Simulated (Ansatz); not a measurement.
Structure optimisation: mercury, alpha-Hg (rhombohedral)

Theory: Ansatz, DFT, BLYP, plane waves (420 eV) with PAW, scalar-relativistic. (PAW data from PBE, frozen cores regenerated.)

k-point mesh 11×11×11, Fermi-Dirac smearing 0.1 eV, no spin polarisation. Cell and atoms relax.

Starting structure:

```xyz
1
Lattice="1.7290 0.9982 2.2280 -1.7290 0.9982 2.2280 0.0000 -1.9965 2.2280" Properties=species:S:1:pos:R:3 pbc="T T T"
Hg    1.7290    0.9982    2.2280
```

**Question.** What cell does the relaxation end in?

**Answer.** R-3m with a = 6.229 Å, c = 11.411 Å (c/a = 1.832); 127.82 Å³ per atom against 23.07 at the start (454.0 %).

**Question.** How much energy does the relaxation gain?

**Answer.** 494.3 meV per atom.

This functional, with no dispersion term, lets the cell expand far past the measured one.
